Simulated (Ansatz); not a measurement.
# Migration of H in GeS

How high is the barrier in GeS when interstitial H hops to an equivalent place? Supercell of 16 sites with charge +1; relaxed ends, then a climbing-image band.

Method: DFT PBE, scalar-relativistic, plane waves, PAW, in Ansatz 0.2.0.

2 further runs of the same task are left out: 2 set aside as unsound or not needed.

### Step 1. Starting point

Symmetry: Pnma, No. 62, orthorhombic system. The conventional cell has a = 10.785 Å, b = 3.665 Å, c = 4.458 Å, α = 90.00°, β = 90.00°, γ = 90.00°. Around Ge (site symmetry m) lie 3 S at 2.46 Å. S (site symmetry m) is surrounded by 3 Ge at 2.46 Å.

As a file:

```cif
data_structure
_symmetry_space_group_name_H-M 'P 1'
_symmetry_Int_Tables_number 1
_cell_length_a 10.7854
_cell_length_b 3.6648
_cell_length_c 4.4582
_cell_angle_alpha 90.000
_cell_angle_beta 90.000
_cell_angle_gamma 90.000
_cell_volume 176.22
loop_
_atom_site_label
_atom_site_type_symbol
_atom_site_fract_x
_atom_site_fract_y
_atom_site_fract_z
_atom_site_occupancy
Ge1 Ge 0.87403 0.25000 0.36452 1
Ge2 Ge 0.12597 0.75000 0.63548 1
Ge3 Ge 0.62597 0.75000 0.86452 1
Ge4 Ge 0.37403 0.25000 0.13548 1
S1 S 0.65293 0.25000 0.50257 1
S2 S 0.34707 0.75000 0.49743 1
S3 S 0.84707 0.75000 0.00257 1
S4 S 0.15293 0.25000 0.99743 1
```

It goes back to an entry of the Materials Project.

This cell was relaxed beforehand with the same method: volume 22.03 Å³/atom, gap on the mesh 1.24 eV.

### Step 2. Relaxing the first end

The supercell's rows are 0 1 -1; 0 1 1; 1 0 0 in vectors of the relaxed cell. Atom 17 is the H that will move.

input.yaml reads:

```yaml
crystal:
  lattice:
    - [0.0, 3.664820036, -4.458243987]
    - [0.0, 3.664820036, 4.458243987]
    - [10.7854107998, 0.0, 0.0]
  atoms:
    - { symbol: Ge, position: [0.9427420486, 0.3072579514, 0.8740332305] }
    - { symbol: Ge, position: [0.4427420486, 0.8072579514, 0.8740332305] }
    - { symbol: Ge, position: [0.0572579514, 0.6927420486, 0.1259667695] }
    - { symbol: Ge, position: [0.5572579514, 0.1927420486, 0.1259667695] }
    - { symbol: Ge, position: [0.9427420486, 0.8072579514, 0.6259667695] }
    - { symbol: Ge, position: [0.4427420486, 0.3072579514, 0.6259667695] }
    - { symbol: Ge, position: [0.0572579514, 0.1927420486, 0.3740332305] }
    - { symbol: Ge, position: [0.5572579514, 0.6927420486, 0.3740332305] }
    - { symbol: S, position: [0.8737165871, 0.3762834129, 0.6529281427] }
    - { symbol: S, position: [0.3737165871, 0.8762834129, 0.6529281427] }
    - { symbol: S, position: [0.1262834129, 0.6237165871, 0.3470718573] }
    - { symbol: S, position: [0.6262834129, 0.1237165871, 0.3470718573] }
    - { symbol: S, position: [0.3737165871, 0.3762834129, 0.8470718573] }
    - { symbol: S, position: [0.8737165871, 0.8762834129, 0.8470718573] }
    - { symbol: S, position: [0.6262834129, 0.6237165871, 0.1529281427] }
    - { symbol: S, position: [0.1262834129, 0.1237165871, 0.1529281427] }
    - { symbol: H, position: [0.8621687223, 0.3597704393, 0.2273154255] }
total_charge: 1
basis:
  ecutwfc: 420
  xc_grid: 2
kpoints:
  mp_grid: { grid: [3, 3, 2], shift: [0.0, 0.0, 0.5] }
hamiltonian:
  xc: pbe
scf:
  occupations: { method: gaussian, width: 0.02 }
output:
  forces: true
  stress: false
  eigenvalues: true
relax:
  adjacent_minimum: "off"
  f_tol: 0.02
  max_steps: 60
```

Run with:

```console
> ansatz run input.yaml --threads 4 --pin off --max-ram 10240MiB --backend cpu --events-out ev --progress --plain --runs-dir out
```

Further runs follow: the band, a jump of 2.89 Å.

What does the calculation give? Wanted: barrier forwards; barrier backwards; second end relative to first; highest image; neighbours of H at the start; at the top.

As calculated:

| quantity | value |
| --- | --- |
| barrier forwards | 0.38 eV |
| barrier backwards | 0.38 eV |
| second end relative to first | 0.000 eV |
| highest image | 3 of 0 to 6, climbing |
| band iterations | 13 |
| neighbours of H at the start; at the top | 1 S at 1.37 Å, 1 Ge at 2.31 Å, 1 S at 2.85 Å, 1 S at 2.86 Å, 1 Ge at 2.92 Å, 1 Ge at 2.93 Å; 1 S at 1.59 Å, 1 S at 1.73 Å, 1 Ge at 2.55 Å, 1 Ge at 2.68 Å, 1 Ge at 3.05 Å, 1 S at 3.14 Å, 1 Ge at 3.17 Å |

The barrier from the first end is 0.38 eV, 15 times kT at 300 K. Both ends agree in energy to 1 meV. Image 2 sits in a dip between two rises: the path passes through another minimum, and each half would need a band of its own. The input switches the test of curvatures off, so the top was not shown to be a first-order saddle. The small cell leaves errors of about a tenth of an eV.

The cell is layered and no dispersion term is used, so the spacing and stiffness across the layers are uncertain.
